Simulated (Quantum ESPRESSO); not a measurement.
Si2Ni:

```xyz
3
Lattice="0.0000 2.7030 2.7030 2.7030 0.0000 2.7030 2.7030 2.7030 0.0000" Properties=species:S:1:pos:R:3 pbc="T T T"
Ni    0.0000    0.0000    0.0000
Si    4.0545    4.0545    4.0545
Si    1.3515    1.3515    1.3515
```

Base run:

| Item | Value |
| --- | --- |
| Program | Quantum ESPRESSO 7.5 |
| Functional | PBE |
| Potentials or basis | PseudoDojo 0.4.1 SR PBE standard |
| Cutoff | 1333 eV |
| Density cutoff | 5333 eV |
| k mesh | 7 × 7 × 7 |
| Occupations | fermi-dirac, width 0.05 eV |
| Spin | collinear spin, ferromagnetic start |
| Starting moments | [1.0, 0.0, 0.0] μB |

Its results: band gap on the k mesh none (metal or under the smearing width); pressure 3.1 GPa; net moment 0.00 μB per cell.

Q: The run is repeated on the same cell with these changes: potentials or basis from PseudoDojo 0.4.1 SR PBE standard to SG15 PBE 1.2; cutoff from 1333 eV to 952 eV; density cutoff from 5333 eV to 3810 eV; k mesh from 7 × 7 × 7 to 4 × 4 × 4. What comes out?

A: Band gap on the k mesh none (metal or under the smearing width); pressure 5.0 GPa; net moment 0.00 μB per cell.

Caveats: some runs use coarse meshes; the Wannier minimisation didn't converge (some runs).

Not every run made on this cell is shown here.
